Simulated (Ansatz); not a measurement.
The system is Pt.

```
CELL_PARAMETERS angstrom
-1.58422 1.58422 1.58422
1.58422 -1.58422 1.58422
1.58422 1.58422 -1.58422
ATOMIC_POSITIONS crystal
Pt 0.00000 0.00000 0.00000
```

This isn't the form of Pt at room conditions, which is fcc.

Base run:

| Item | Value |
| --- | --- |
| Program | Ansatz 0.2.0 |
| Functional | PBE |
| Potentials or basis | all-electron LAPW, scalar-relativistic |
| Cutoff | 277 eV (chosen from the basis error) |
| Basis error allowed | 0.001 eV/atom |
| k mesh | 12 × 12 × 12 |
| Occupations | gaussian, width 0.02 eV |
| Spin | no spin polarisation |

Its results: band gap on the k mesh none (metal or under the smearing width); pressure -1.4 GPa.

Q: The run is repeated on the same cell with these changes: functional from PBE to LDA; occupations from gaussian, width 0.02 eV to gaussian, width 0.05 eV. What comes out?

A: Band gap on the k mesh none (metal or under the smearing width); pressure -16.2 GPa.

Caveats: so large a pressure means that the cell lies far from this level's equilibrium, or that cutoff or potentials fall short (some runs).
